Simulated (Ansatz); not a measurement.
# BaTiO3: the cost of one run

Method: DFT PBE+U, scalar-relativistic, plane waves, PAW, in Ansatz 0.2.0.

1 further run of the same task is left out (set aside as unsound or not needed). Runs told in other sessions of the task aren't counted.

**1. Starting point**

Symmetry: R3m, No. 160, trigonal system. Conventional cell: a = 5.721 Å, b = 5.721 Å, c = 7.038 Å, α = 90.00°, β = 90.00°, γ = 120.00°. Around Ba (site symmetry 3m) lie 12 O at 2.80 to 2.94 Å. Ti (site symmetry 3m) is surrounded by 6 O at 1.91 to 2.15 Å. Around O (site symmetry m) lie 2 Ti at 1.91 to 2.15 Å and 1 Ba at 2.80 Å.

Coordinates:

```cif
data_structure
_symmetry_space_group_name_H-M 'P 1'
_symmetry_Int_Tables_number 1
_cell_length_a 4.0513
_cell_length_b 4.0513
_cell_length_c 8.1026
_cell_angle_alpha 89.827
_cell_angle_beta 89.827
_cell_angle_gamma 89.827
_cell_volume 132.99
loop_
_atom_site_label
_atom_site_type_symbol
_atom_site_fract_x
_atom_site_fract_y
_atom_site_fract_z
_atom_site_occupancy
Ba1 Ba 0.00268 0.00268 0.00134 1
Ba2 Ba 0.00268 0.00268 0.50134 1
Ti1 Ti 0.51280 0.51280 0.25640 1
Ti2 Ti 0.51280 0.51280 0.75640 1
O1 O 0.49032 0.49032 0.49129 1
O2 O 0.49032 0.49032 0.99129 1
O3 O 0.49032 0.98258 0.24516 1
O4 O 0.49032 0.98258 0.74516 1
O5 O 0.98258 0.49032 0.24516 1
O6 O 0.98258 0.49032 0.74516 1
```

It is built from the cell relaxed beforehand with the same method (13.30 Å³/atom).

**2. The reference: the undisturbed cell on the scan's mesh**

Contents of input.yaml:

```yaml
crystal:
  lattice:
    - [2.8603720851, 1.6514365933, 2.3460535783]
    - [-2.8603720851, 1.6514365933, 2.3460535783]
    - [0.0, -6.6057463733, 4.6921071566]
  atoms:
    - { symbol: Ba, position: [0.0026800181, 0.0026800181, 0.001340009] }
    - { symbol: Ba, position: [0.0026800181, 0.0026800181, 0.501340009] }
    - { symbol: Ti, position: [0.5127992509, 0.5127992509, 0.2563996255] }
    - { symbol: Ti, position: [0.5127992509, 0.5127992509, 0.7563996255] }
    - { symbol: O, position: [0.4903227049, 0.4903227049, 0.4912876606] }
    - { symbol: O, position: [0.4903227049, 0.4903227049, 0.9912876606] }
    - { symbol: O, position: [0.4903227049, 0.9825753212, 0.2451613525] }
    - { symbol: O, position: [0.4903227049, 0.9825753212, 0.7451613525] }
    - { symbol: O, position: [0.9825753212, 0.4903227049, 0.2451613525] }
    - { symbol: O, position: [0.9825753212, 0.4903227049, 0.7451613525] }
basis:
  ecutwfc: 420
kpoints:
  mp_grid: { grid: [6, 6, 4] }
hamiltonian:
  xc: pbe
  hubbard: { sites: [{ species: Ti, l: d, u_eff: 4.0 }] }
scf:
  occupations: { method: gaussian, width: 0.05 }
output:
  forces: true
  stress: true
  eigenvalues: true
```

On the command line:

```
ansatz run input.yaml --threads 2 --pin off --max-ram 5120MiB --backend cpu --events-out ev --progress --plain --runs-dir out
```

**Question.** How long does this run take on 2 threads of Arm Neoverse V1, shared host, and how much memory does it need?

About 28 s, with a peak of 0.69 GiB.
